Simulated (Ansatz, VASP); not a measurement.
One calculation of MgI2, two programs

```
CELL_PARAMETERS angstrom
3.94484 0.00000 0.00000
-1.97242 3.41633 0.00000
0.00000 0.00000 7.19394
ATOMIC_POSITIONS crystal
Mg 0.00000 0.00000 0.00000
I 0.33333 0.66667 0.75881
I 0.66667 0.33333 0.24119
```

Change from the starting cell: biaxial strain in the a-b plane, c and atoms relaxed: -4.5 %.

Alike in both runs: functional PBEsol; k mesh 6 × 6 × 4; occupations gaussian, width 0.02 eV; no spin polarisation.

Ansatz relaxed the structure, and its values are those at the end. VASP's run is a single point on that final structure, the one shown.

```csv
,VASP,Ansatz
version,VASP 6.6.1,Ansatz 0.2.0
potentials or method,"VASP PAW PBE potentials, release 64 (Mg, I)","scalar-relativistic, plane waves, PAW"
plane-wave cutoff (eV),520,420
valence electrons in the cell,16,44
```

```tsv
	VASP	Ansatz	Ansatz less VASP
gap on the k mesh at the Fermi level (eV)	3.29	3.30	+0.010
least direct gap on the mesh (eV)	3.69	3.70	+0.005
pressure (GPa)	2.0	2.1	+0.01
```

With one functional, cell and mesh, what is left measures potentials, basis and numerics. The two sets of potentials don't hold the same shells in valence.

Caveats: the PAW data sets were made with another functional, which shifts forces and pressure a little (VASP); spin-orbit coupling is left out, which moves the levels of the heavy elements; this functional lacks dispersion, which binds the layers, so the pressure and a relaxed spacing across them are unreliable. A k mesh can miss the band edges.
